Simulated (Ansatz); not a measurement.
SiNi, DFT, PBEsol, all-electron LAPW, scalar-relativistic (Ansatz 0.2.0), run on 1 thread of Arm Neoverse V2 on a shared host.

The cell is the one relaxed in the Materials Project (mp-999192), not relaxed further here; entries there can be hypothetical.

Command: `ansatz run input.yaml --threads 1 --pin off --max-ram 4096MiB --backend cpu --events-out ev --progress --plain --runs-dir out`

```yaml
crystal:
  lattice:
    - [2.94277066, 0.0, 0.0]
    - [0.0, 3.28032554, 0.0]
    - [0.0, 0.0, 4.67744676]
  atoms:
    - { symbol: Si, position: [0.0, 0.0, 0.15685684] }
    - { symbol: Si, position: [0.5, 0.5, 0.84314316] }
    - { symbol: Ni, position: [0.0, 0.0, 0.65750441] }
    - { symbol: Ni, position: [0.5, 0.5, 0.34249559] }
kpoints:
  mp_grid: { grid: [14, 12, 9] }
  band_path:
    path:
      - [0.0, 0.0, 0.0]
      - [0.5, 0.0, 0.0]
      - [0.5, 0.5, 0.0]
      - [0.0, 0.5, 0.0]
      - [0.0, 0.0, 0.0]
      - [0.0, 0.0, 0.5]
      - [0.5, 0.0, 0.5]
      - [0.5, 0.5, 0.5]
      - [0.0, 0.5, 0.5]
    npoints: 14
scf:
  occupations: { method: fermi_dirac, width: 0.05 }
hamiltonian:
  xc: pbesol
  pseudopotentials: { kind: all_electron, lapw: { basis_error: 0.001 } }
output:
  forces: true
  stress: true
  eigenvalues: true
  populations: true
  dos: { projected: true, de: 0.2, e_range: [-14, 8] }
```

How large is the problem that the program sets up?

280 irreducible k-points, 509 plane waves at Γ, 36 bands.

Estimate the wall time and the peak memory.

2.3 min of wall time for 9 SCF iterations, with a peak of 1.4 GiB. Times on shared machines scatter by tens of per cent.

And the same cell and mesh by PAW with the default files, asked for forces, stress, eigenvalues, efg, populations, bader, dos, write_density, write_potential, elf and the same band path, on the same hardware?

51 s, peak memory 0.54 GiB.

And the same cell and mesh by crystal-made all-electron datasets, asked for forces, stress, eigenvalues, efg and the same band path, on the same hardware?

49 s, peak memory 0.96 GiB.
